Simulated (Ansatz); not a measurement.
C:

```
C
1.0
     1.22805   -2.12706    0.00000
     1.22805    2.12706    0.00000
     0.00000    0.00000    7.17327
C
4
Cartesian
  1.2280 -1.7724 5.4025
  1.2280 0.3547 1.7708
  1.2280 1.7724 1.7708
  1.2280 -0.3547 5.4025
```

This is a stacking variant of graphite.

Base run:

- Program: Ansatz 0.2.0
- Functional: r2SCAN
- Potentials or basis: Ansatz PAW
- Cutoff: 500 eV (not typed: the program's choice for these potentials)
- k mesh: 12 × 12 × 4
- Occupations: fermi-dirac, width 0.05 eV
- Spin: no spin polarisation

Its results: band gap on the k mesh 0.03 eV; pressure -0.1 GPa; largest force 0.021 eV/Å.

**Question.** The run is repeated on the same cell with these changes: functional from r2SCAN to LDA; cutoff from 500 eV (not typed: the program's choice for these potentials) to 420 eV (not typed: the program's choice for these potentials). What comes out?

**Answer.** Band gap on the k mesh 0.02 eV; pressure -3.9 GPa; largest force 0.025 eV/Å.

Caveats: the PAW data sets come from PBE, with cores solved anew for the run's functional, which leaves a small shift of forces and pressure.
